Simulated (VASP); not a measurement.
Ga, 1 atom in the cell. It takes space group I4/mmm (No. 139, tetragonal). The conventional cell has a = 2.769 Å, b = 2.769 Å, c = 4.622 Å, α = 90.00°, β = 90.00°, γ = 90.00°. Ga (site symmetry 4/mmm) has 12 Ga at 2.77 to 3.03 Å as nearest neighbours. This isn't the form of Ga at room conditions, which is orthorhombic.

```yaml
Program: VASP 6.6.1
Task: band structure
Functional: LMBJ
Potentials_or_basis: VASP PAW PBE potentials, release 64 (Ga_d)
Cutoff: 520 eV
k_mesh: 13 × 13 × 13
Occupations: fermi-dirac, width 0.05 eV
Spin: no spin polarisation
Further_INCAR_settings: ALGO = Normal; EDIFF = 1e-07
```

Potentials or basis: VASP PAW PBE potentials, release 64 (Ga_d).

Launch:

```sh
$ cat potpaw_PBE.64/Ga_d/POTCAR > POTCAR
$ cp INCAR.step1 INCAR
$ mpirun -np 1 vasp_std > vasp.out
$ cp INCAR.step2 INCAR
$ mpirun -np 1 vasp_std > vasp.out
```

Hardware: 1 thread of Intel(R) Xeon(R) 6975P-C (Granite Rapids) (shared host).

Task: How long does it take, and how much memory?

Result: It took 41 s on 1 thread of Intel(R) Xeon(R) 6975P-C (Granite Rapids) (shared host), peak memory 0.19 GiB. Counts: scf iterations 29, k points 196.
